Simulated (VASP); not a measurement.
# GaN in VASP: further runs, part 2 of 2

VASP 6.6.1.

## 3. Work function, PBEsol

This run uses another cell than the first one, of 13.91 Å³/atom, 0.606 times its volume.

The input, INCAR:

```
  ALGO = Normal
  DIPOL = 0.5 0.5 0.500
  EDIFF = 1E-6
  ENCUT = 520
  GGA = PS
  IDIPOL = 3
  ISIF = 2
  ISMEAR = 0
  KPAR = 8
  LASPH = T
  LCHARG = T
  LDIPOL = T
  LREAL = F
  LVACPOTAV = T
  LVHAR = T
  LWAVE = F
  NELM = 80
  PREC = Accurate
  SIGMA = 0.05
```

The input, KPOINTS:

```
k-points
0
Gamma
  8 6 1
```

The input, POSCAR:

```
GaN
1.0
    3.1800000000      0.0000000000      0.0000000000
    0.0000000000      5.1660000000      0.0000000000
    0.0000000000      0.0000000000     16.9338300624
Ga N
10 10
Direct
    0.0000000000      0.0000000000      0.1476334645
    0.4999999999      0.5000000000      0.2018437007
    0.5000000000      0.0000000000      0.3102641731
    0.9999999999      0.5000000000      0.3644744095
    0.0000000000      0.0000000000      0.4728948819
    0.4999999999      0.5000000000      0.5271051181
    0.5000000000      0.0000000000      0.6355255905
    0.9999999999      0.5000000000      0.6897358269
    1.0000000000      0.0000000000      0.7981562993
    0.4999999999      0.5000000000      0.8523665355
    0.0000000000      0.3750000000      0.1476334645
    0.4999999999      0.8750000000      0.2018437007
    0.5000000000      0.3750000000      0.3102641731
    0.9999999999      0.8750000000      0.3644744095
    0.0000000000      0.3750000000      0.4728948819
    0.4999999999      0.8750000000      0.5271051181
    0.5000000000      0.3750000000      0.6355255905
    0.9999999999      0.8750000000      0.6897358269
    1.0000000000      0.3750000000      0.7981562993
    0.4999999999      0.8750000000      0.8523665355
```

Potentials or basis: VASP PAW PBE potentials, release 64 (Ga_d, N).

Started as:

```bash
$ cat potpaw_PBE.64/Ga_d/POTCAR potpaw_PBE.64/N/POTCAR > POTCAR
$ mpirun -np 8 vasp_std > vasp.out
```

OUTCAR:

```text
EDIFF = 1E-6
   ENCUT = 520
   GGA = PS
   ISIF = 2
   ISMEAR = 0
   LASPH = T
   LREAL = F
   NELM = 80
   PREC = Accurate

 ion  position               nearest neighbor table
   1  0.000  0.000  0.148-  11 1.94  12 1.95  12 1.95
   2  0.500  0.500  0.202-  12 1.94  13 1.95  11 1.95  11 1.95
   3  0.500  0.000  0.310-  13 1.94  12 1.95  14 1.95  14 1.95
   4  1.000  0.500  0.364-  14 1.94  15 1.95  13 1.95  13 1.95
   5  0.000  0.000  0.473-  15 1.94  14 1.95  16 1.95  16 1.95
   6  0.500  0.500  0.527-  16 1.94  17 1.95  15 1.95  15 1.95
   7  0.500  0.000  0.636-  17 1.94  16 1.95  18 1.95  18 1.95
   8  1.000  0.500  0.690-  18 1.94  19 1.95  17 1.95  17 1.95
   9  0.000  0.000  0.798-  19 1.94  18 1.95  20 1.95  20 1.95
  10  0.500  0.500  0.852-  20 1.94  19 1.95  19 1.95
  11  0.000  0.375  0.148-   1 1.94   2 1.95   2 1.95
  12  0.500  0.875  0.202-   2 1.94   3 1.95   1 1.95   1 1.95
  13  0.500  0.375  0.310-   3 1.94   2 1.95   4 1.95   4 1.95
  14  1.000  0.875  0.364-   4 1.94   5 1.95   3 1.95   3 1.95
  15  0.000  0.375  0.473-   5 1.94   4 1.95   6 1.95   6 1.95
  16  0.500  0.875  0.527-   6 1.94   7 1.95   5 1.95   5 1.95
  17  0.500  0.375  0.636-   7 1.94   6 1.95   8 1.95   8 1.95
  18  1.000  0.875  0.690-   8 1.94   9 1.95   7 1.95   7 1.95
  19  0.000  0.375  0.798-   9 1.94   8 1.95  10 1.95  10 1.95
  20  0.500  0.875  0.852-  10 1.94   9 1.95   9 1.95

  LATTYP: Found a simple orthorhombic cell.
 ALAT       =     3.1800000000
 B/A-ratio  =     1.6245283019
 C/A-ratio  =     5.3251037932

  Lattice vectors:

 A1 = (   3.1800000000,   0.0000000000,   0.0000000000)
 A2 = (   0.0000000000,   5.1660000000,   0.0000000000)
 A3 = (   0.0000000000,   0.0000000000,  16.9338300624)

Analysis of symmetry for initial positions (statically):
=====================================================================
 Subroutine PRICEL returns:
 Original cell was already a primitive cell.

 Routine SETGRP: Setting up the symmetry group for a
 simple orthorhombic supercell.

 Subroutine GETGRP returns: Found  4 space group operations
 (whereof  2 operations were pure point group operations)
 out of a pool of  8 trial point group operations.

The static configuration has the point symmetry C_1h.
 The point group associated with its full space group is C_2v.

Analysis of symmetry for dynamics (positions and initial velocities):
=====================================================================
 Subroutine PRICEL returns:
 Original cell was already a primitive cell.

 Routine SETGRP: Setting up the symmetry group for a
 simple orthorhombic supercell.

 Subroutine GETGRP returns: Found  4 space group operations
 (whereof  2 operations were pure point group operations)
 out of a pool of  8 trial point group operations.

The dynamic configuration has the point symmetry C_1h.
 The point group associated with its full space group is C_2v.

 Subroutine INISYM returns: Found  4 space group operations
 (whereof  2 operations are pure point group operations),
 and found     1 'primitive' translations

----------------------------------------------------------------------------------------

                                     Primitive cell

  volume of cell :     278.1869
[... 102 lines left out ...]
   k-points           NKPTS =     20   k-points in BZ     NKDIM =     20   number of bands    NBANDS=    108
   number of dos      NEDOS =    301   number of ions     NIONS =     20
   total plane-waves  NPLWV = 120960
   dimension x,y,z NGX =    24 NGY =   40 NGZ =  126
   dimension x,y,z NGXF=    48 NGYF=   80 NGZF=  252
   ions per type =              10  10
   NGX,Y,Z   is equivalent  to a cutoff of  12.55, 12.87, 12.37 a.u.
   NGXF,Y,Z  is equivalent  to a cutoff of  25.09, 25.74, 24.74 a.u.
 SYSTEM =  unknown system
   PREC   = accura    normal or accurate (medium, high low for compatibility)
   ISTART =      0    job   : 0-new  1-cont  2-samecut
   ICHARG =      2    charge: 1-file 2-atom 10-const
   ISPIN  =      1    spin polarized calculation?
   LNONCOLLINEAR =      F non collinear calculations
   LSORBIT =      F    spin-orbit coupling
   LASPH  =      T    aspherical Exc in radial PAW
   ENCUT  =  520.0 eV  38.22 Ry    6.18 a.u.   5.91  9.61 31.49*2*pi/ulx,y,z
   NELM   =     80;   NELMIN=  2; NELMDL= -5     # of ELM steps
   EDIFF  = 0.1E-05   stopping-criterion for ELM
   LREAL  =      F    real-space projection
   EDIFFG = 0.1E-04   stopping-criterion for IOM
   NSW    =      0    number of steps for IOM
   IBRION =     -1    ionic relax: 0-MD 1-quasi-New 2-CG
   NFREE  =      0    steps in history (QN), initial steepest desc. (CG)
   ISIF   =      2    stress and relaxation
   ISYM   =      2    0-nonsym 1-usesym 2-fastsym
   POTIM  = 0.5000    time-step for ionic-motion
   TEBEG  =    0.0;   TEEND  =   0.0 temperature during run
   PSTRESS=    0.0 pullay stress
   NELECT =     180.0000    total number of electrons
   NUPDOWN=      -1.0000    fix difference up-down
   EMIN   =  10.00;   EMAX   =-10.00  energy-range for DOS
   EFERMI =   0.00;   METHOD = LEGACY
   ISMEAR =     0;   SIGMA  =   0.05  broadening in eV -4-tet -1-fermi 0-gaus
   EFERMI_NEDOS =   21; number of points for ismear=-14 and -15
   IALGO  =     38    algorithm
   IMIX   =      4    mixing-type and parameters
     AMIX     =   0.40;   BMIX     =  1.00
     AMIX_MAG =   1.60;   BMIX_MAG =  1.00
  volume/ion in A,a.u.               =      13.91        93.86
  Fermi-wavevector in a.u.,A,eV,Ry     =   1.415968  2.675791 27.279209  2.004965
  Thomas-Fermi vector in A             =   2.537351
   LORBIT       =      0    0 simple, 1 ext, 2 COOP (PROOUT), +10 PAW based schemes
   GGA     = PS    functional components
   LHFCALC =     F    Hartree Fock is set to
   AEXX    =    0.0000 exact exchange contribution
   IVDW    =     0    specifies the selected vdW correction
   LEPSILON=     F    determine dielectric tensor
   LRPA    =     F    only Hartree local field effects (RPA)
 non-spin polarized calculation
 Gauss-broadening in eV      SIGMA  =   0.05
  energy-cutoff  :      520.00
  volume of cell :      278.19
 maximum number of plane-waves:      7544
 NGX is ok and might be reduce to    24
   NGX = 11   NGY = 19   NGZ = 63

 dipolmoment           0.000000      0.000000      0.000000 electrons x Angstroem

 number of electron     180.0000011 magnetization

 dipolmoment           0.000000      0.000000     -0.000000 electrons x Angstroem

 Free energy of the ion-electron system (eV)
  ---------------------------------------------------
  ext. energy  EPLUGINS =         0.00000000
  ---------------------------------------------------
  free energy    TOTEN  =      -126.70613228 eV

  energy without entropy =     -126.70613228  energy(sigma->0) =     -126.70613228

 E-fermi :   3.9109     XC(G=0): -10.3823

 val. band max:        3.6736782297   @ k =   0.0000   0.0000   0.0000
 cond. band min:       4.2329307968   @ k =   0.0000   0.0000   0.0000
 fundamental gap:      0.5592525671
 Fermi energy:         3.9109171870

 k-point     1 :       0.0000    0.0000    0.0000
  band No.  band energies     occupation
      1     -12.8242      2.00000
      2     -12.5948      2.00000
      3     -12.3534      2.00000
      4     -12.1408      2.00000
      5     -11.9802      2.00000
      6     -11.8779      2.00000
[... 2089 lines left out ...]
    101       9.0698      0.00000
    102       9.0698      0.00000
 [bands above 102 left out]

------------------------ aborting loop because EDIFF is reached ----------------------------------------

  FORCE on cell =-STRESS in cart. coord.  units (eV):
  Direction    XX          YY          ZZ          XY          YZ          ZX
  --------------------------------------------------------------------------------------
  -------------------------------------------------------------------------------------
  Total       -1.2095642     -5.2166748     -1.9760324      0.0000000      0.0000000      0.0000000
  in kB       -6.9663096    -30.0446834    -11.3806727      0.0000000      0.0000000      0.0000000
  external PRESSURE =     -16.1305552 kB  Pullay stress =       0.0000000 kB

 VOLUME and BASIS-vectors are now :
 -----------------------------------------------------------------------------
  energy-cutoff  :      520.00
  volume of cell :      278.19
      direct lattice vectors                 reciprocal lattice vectors
     3.180000000  0.000000000  0.000000000     0.314465409  0.000000000  0.000000000
     0.000000000  5.166000000  0.000000000     0.000000000  0.193573364  0.000000000
     0.000000000  0.000000000 16.933830062     0.000000000  0.000000000  0.059053386

 POSITION                                       TOTAL-FORCE (eV/Angst)
 -----------------------------------------------------------------------------------
      0.00000      0.00000      2.50000         0.000000      1.969502      1.508322
      1.59000      2.58300      3.41799         0.000000     -1.308118     -1.490061
      1.59000      0.00000      5.25396         0.000000      0.378588      0.234937
      3.18000      2.58300      6.17195         0.000000     -0.337697     -0.151909
      0.00000      0.00000      8.00792         0.000000     -0.088852      0.077959
      1.59000      2.58300      8.92591         0.000000     -0.088852     -0.077959
[... 12 lines left out ...]
      0.00000      1.93725     13.51584         0.000000     -0.381858      1.067345
      1.59000      4.52025     14.43383         0.000000     -0.628495     -0.386666
 -----------------------------------------------------------------------------------
    total drift:                                0.000001     -0.000987     -0.000001

  FREE ENERGIE OF THE ION-ELECTRON SYSTEM (eV)
  ---------------------------------------------------
  free  energy   TOTEN  =      -126.7061322762 eV

  energy  without entropy=     -126.7061322762  energy(sigma->0) =     -126.70613228
```

It took 2.9 min on 8 MPI ranks of Intel Xeon Platinum 8559C (Emerald Rapids), shared host; peak memory 0.61 GiB.

What came out:

* Free energy: -126.7061 eV
* Largest force: 2.481 eV/Å
* Band gap on the k mesh: 0.56 eV, direct

Forces on the atoms (eV/Å):
```
Ga   0.000  1.970  1.508
Ga   0.000 -1.308 -1.490
Ga   0.000  0.379  0.235
Ga   0.000 -0.338 -0.152
Ga   0.000 -0.089  0.078
Ga   0.000 -0.089 -0.078
Ga   0.000 -0.338  0.152
Ga   0.000  0.379 -0.235
Ga   0.000 -1.308  1.490
Ga   0.000  1.970 -1.508
N    0.000 -0.628  0.387
N    0.000 -0.382 -1.067
N    0.000  0.165  0.584
N    0.000  0.103 -0.226
N    0.000  0.129  0.150
N    0.000  0.129 -0.150
N    0.000  0.103  0.226
N    0.000  0.165 -0.584
N    0.000 -0.382  1.067
N    0.000 -0.628 -0.387
```

Caveat: the PAW data sets were made with another functional, which shifts forces and pressure a little.
